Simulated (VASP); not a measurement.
A run of VASP 6.6.1:

File INCAR:

```
SYSTEM = Pb
PREC = Accurate
ENCUT = 600
EDIFF = 1E-6
ISMEAR = -1
SIGMA = 0.05
LREAL = .FALSE.
LASPH = .TRUE.
NELM = 100
ALGO = Normal
ISIF = 3
LWAVE = .FALSE.
LCHARG = .FALSE.
GGA = PE
IBRION = 2
NSW = 60
EDIFFG = -0.005
```

KPOINTS

```
Automatic mesh
0
G
  13 13 13
  0 0 0
```

POSCAR

```
Pb
1.0
    3.2543805230      0.0000000000      0.0000000000
    0.0000000000      3.2543805230      0.0000000000
    0.0000000000      0.0000000000      3.2543805230
Pb
1
Direct
    0.0000000000      0.0000000000      0.0000000000
```

Potentials or basis: VASP PAW PBE potentials, release 64 (Pb_d).

Command:

```sh
$ cat potpaw_PBE.64/Pb_d/POTCAR > POTCAR
$ mpirun -np 1 vasp_std > vasp.out
```

Hardware: 1 thread of Intel(R) Xeon(R) Platinum 8488C (Sapphire Rapids), with other jobs on the host.

Question: How long does it take, and how much memory?

Answer: Run time: 29 s on 1 thread of Intel(R) Xeon(R) Platinum 8488C (Sapphire Rapids), with other jobs on the host, peak memory 0.18 GiB. Counts: scf iterations 17, k points 84, ion steps 2.
